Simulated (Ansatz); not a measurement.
Hf2Si: competing structures

Computed with Ansatz, DFT r2SCAN, scalar-relativistic, plane waves, PAW. Settings: cutoff 500 eV, Γ-centred meshes no coarser than 0.19 Å⁻¹ for metals and 0.3 Å⁻¹ for insulators (2π included), Gaussian smearing.

Temperature and zero-point effects are left out. The comparison covers the computed candidates alone. For metals, differences of a few meV/atom aren't resolved. Spin–orbit coupling is left out. No run is spin-polarised.

```json
{"#": "1", "started from": "database cell", "space group": "I4/mcm (No. 140)", "atoms": "6", "V (Å³/atom)": "18.5", "ΔE (meV/atom)": "0", "gap on mesh (eV)": "0.00"}
{"#": "2", "started from": "fluorite type", "space group": "Fm-3m (No. 225)", "atoms": "3", "V (Å³/atom)": "20.6", "ΔE (meV/atom)": "501", "gap on mesh (eV)": "0.00"}
{"#": "3", "started from": "AlB2 type, changed", "space group": "P6/mmm (No. 191)", "atoms": "3", "V (Å³/atom)": "18.3", "ΔE (meV/atom)": "1060", "gap on mesh (eV)": "0.00"}
```

The lowest structure: Space group I4/mcm (No. 140), tetragonal, a = 6.560 Å, c = 5.168 Å. Around Hf lie 4 Si at 2.79 Å, 1 Hf at 2.90 Å, 2 Hf at 3.11 Å, 4 Hf at 3.30 Å and 4 Hf at 3.50 Å; Si is coordinated by 2 Si at 2.58 Å and 8 Hf at 2.79 Å. Its energy against the elements is -0.79 eV/atom. Formation energies are uncorrected and refer to the lowest elemental structures computed at the same level.

```cif
data_structure
_symmetry_space_group_name_H-M 'I4/mcm'
_symmetry_Int_Tables_number 140
_cell_length_a 6.5596
_cell_length_b 6.5596
_cell_length_c 5.1676
_cell_angle_alpha 90.000
_cell_angle_beta 90.000
_cell_angle_gamma 90.000
_cell_volume 222.36
loop_
_atom_site_label
_atom_site_type_symbol
_atom_site_symmetry_multiplicity
_atom_site_Wyckoff_symbol
_atom_site_fract_x
_atom_site_fract_y
_atom_site_fract_z
_atom_site_occupancy
Hf1 Hf 8 h 0.15655 0.34345 0.50000 1
Si1 Si 4 a 0.00000 0.00000 0.75000 1
```

The second: Space group Fm-3m (No. 225), cubic, a = 6.278 Å. Around Hf lie 4 Si at 2.72 Å and 6 Hf at 3.14 Å; Si has 8 Hf at 2.72 Å.